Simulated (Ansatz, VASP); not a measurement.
## Mo in VASP and in Ansatz

```
CELL_PARAMETERS angstrom
2.69448 0.00000 0.00000
-1.34724 2.33349 0.00000
0.00000 0.00000 2.59351
ATOMIC_POSITIONS crystal
Mo 0.00000 0.00000 0.50000
```

Change from the starting cell: strain -0.015 along x and y, +0.015 along z, atoms carried along.

Alike in both runs: task single point; functional PBEsol; k mesh 18 × 18 × 18; occupations gaussian, width 0.15 eV; no spin polarisation.

|  | VASP | Ansatz |
| --- | --- | --- |
| version | VASP 6.6.1 | Ansatz 0.2.0 |
| potentials or method | VASP PAW PBE potentials, release 64 (Mo_sv) | scalar-relativistic, plane waves, PAW |
| plane-wave cutoff (eV) | 520 | 420 |
| valence electrons in the cell | 14 | 14 |

```csv
,VASP,Ansatz,Ansatz less VASP
gap on the k mesh at the Fermi level (eV),none,none,-
pressure (GPa),0.6,0.1,-0.53
largest component of the traceless stress (GPa),11.86,11.88,+0.019
```

A gap of «none» marks a metal or a gap that the smearing closes.

Caveats: the PAW data sets were made with another functional, which shifts forces and pressure a little (VASP).
